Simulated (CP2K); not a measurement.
Crystal: Ga.

```
Ga
1.0
     4.25739    0.00000    0.00000
    -3.35887    2.61599    0.00000
    -0.03815   -0.11108    3.32993
Ga
2
Direct
  0.13100 0.86900 0.75000
  0.86900 0.13100 0.25000
```

This isn't the form of Ga at room conditions, which is orthorhombic.

```yaml
Program: CP2K 2026.2
Task: single point
Functional: PBE
Potentials_or_basis: POTENTIAL_UZH Ga GTH-PBE-q13; TZVP-MOLOPT-PBE-GTH basis
Density_cutoff: 6123 eV
k_mesh: 10 × 10 × 8
Occupations: fermi-dirac, width 0.05 eV
Spin: no spin polarisation
```

On this cell: pressure 2.6 GPa; largest force 0.056 eV/Å; band gap on the k mesh none (metal or under the smearing width).

The same run follows on a disturbed copy (atoms moved at random, drawn with an rms of 0.05 Å):

```
Ga
1.0
     4.25739    0.00000    0.00000
    -3.35887    2.61599    0.00000
    -0.03815   -0.11108    3.32993
Ga
2
Direct
  0.11699 0.85684 0.74834
  0.86667 0.13242 0.23663
```

Q: What changes?

A: The energy (extrapolated to zero smearing) moves by +0.5 meV/atom; pressure 2.5 GPa; largest force 0.147 eV/Å; band gap on the k mesh none (metal or under the smearing width).

Forces in eV/Å, atoms in the order of the input:
```
Ga   0.061 -0.014 -0.072
Ga  -0.096  0.029  0.107
```

Stress tensor (GPa, compression positive):
```
2.82 0.07 0.01
0.07 2.98 0.42
0.01 0.42 1.61
```

The forces don't sum to zero, so they hold noise of the program's grid.

Caveats: the basis of atomic orbitals isn't converged, which shifts pressures, moduli and gaps.
